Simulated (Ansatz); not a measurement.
# BaS (zincblende type): how the settings move a single-point run

Aim: see which settings change the result for BaS (zincblende type), by how much, and at what cost.

Program: Ansatz 0.2.0. Level of theory: reference: DFT, PBE, all-electron LAPW, scalar-relativistic. These are calculated values, not measurements.

### 1 Starting point

Symmetry: F-43m, No. 216, cubic system. Conventional cell: a = 7.032 Å, b = 7.032 Å, c = 7.032 Å, α = 90.00°, β = 90.00°, γ = 90.00°. Ba (site symmetry -43m) has 4 S at 3.05 Å as nearest neighbours. Around S (site symmetry -43m) lie 4 Ba at 3.05 Å.

Structure file:

```
CELL_PARAMETERS angstrom
0.00000 3.51614 3.51614
3.51614 0.00000 3.51614
3.51614 3.51614 0.00000
ATOMIC_POSITIONS crystal
Ba 0.00000 0.00000 0.00000
S 0.25000 0.25000 0.25000
```

### 2 The reference run

File input.yaml:

```yaml
crystal:
  lattice:
    - [0.0, 3.5161364223, 3.5161364223]
    - [3.5161364223, 0.0, 3.5161364223]
    - [3.5161364223, 3.5161364223, 0.0]
  atoms:
    - { symbol: Ba, position: [0.0, 0.0, 0.0] }
    - { symbol: S, position: [0.25, 0.25, 0.25] }
kpoints:
  mp_grid: { grid: [9, 9, 9] }
  band_path:
    path:
      - [0.0, 0.0, 0.0]
      - [-0.5, -0.5, 0.0]
      - [-0.375, -0.375, 0.25]
      - [-0.375, 0.0, 0.375]
      - [0.0, 0.0, 0.0]
      - [0.0, 0.0, 0.5]
      - [-0.5, -0.25, 0.25]
      - [-0.5, -0.5, 0.0]
    npoints: 14
scf:
  occupations: { method: fermi_dirac, width: 0.08 }
hamiltonian:
  xc: pbe
  pseudopotentials: { kind: all_electron, lapw: { basis_error: 0.00025 } }
output:
  forces: true
  stress: true
  eigenvalues: true
  populations: true
  dos: { projected: true, de: 0.2, e_range: [-14, 8] }
```

On the command line:

```bash
ansatz run input.yaml --threads 1 --pin off --max-ram 2048MiB --backend cpu --events-out ev --progress --plain --runs-dir out
```

### 3 Changing settings: occupations.method cold, occupations.width 0.005, mixing.algorithm anderson, mixing.beta 0.3, mixing.ndim 16

input.yaml: that of step 2 with these lines changed.

```diff
@@ -22,3 +22,4 @@
 scf:
-  occupations: { method: fermi_dirac, width: 0.08 }
+  occupations: { method: cold, width: 0.005 }
+  mixing: { algorithm: anderson, beta: 0.3, ndim: 16 }
 hamiltonian:
@@ -31,2 +32 @@
   populations: true
-  dos: { projected: true, de: 0.2, e_range: [-14, 8] }
```

**Question.** What will these runs give? Wanted: for each run, ending; energy change; pressure; gap; force.

The runs gave:

```csv
run,ending,energy change,pressure (GPa),gap (eV),force (eV/Å),cycles,time
reference,converged,0,0.0,2.78,0.00,7,7.8 s
"1: occupations.method cold, occupations.width 0.005, mixing.algorithm anderson, mixing.beta 0.3, mixing.ndim 16",converged,0.0 meV/atom (σ→0),0.0,2.78,0.00,9,8.4 s
```

Times don't compare one to one where runs were asked for different outputs or read a saved state (see the inputs); cycles may leave out searches for a lower state.

Residual by cycle in the longest SCF loop of each run; runs are numbered as in the table. The quantity is the density residual dr2, in eV.

```csv
cycle,reference,run 1
1,2.59,2.59
2,0.119,0.432
3,0.0699,0.0739
4,0.00192,0.00441
5,5.5e-5,3.9e-4
6,1.8e-6,1.9e-5
7,3.3e-8,1.5e-6
8,-,3.2e-7
9,-,6.1e-8
```

What this shows: Changing the smearing and mixing leaves the energy as it was (0.0 meV/atom). The gap of the reference lacks spin-orbit coupling, though the cell holds Ba.

These are semilocal Kohn-Sham gaps, which aren't the measured quantity. Such gaps usually fall short of the measured ones.
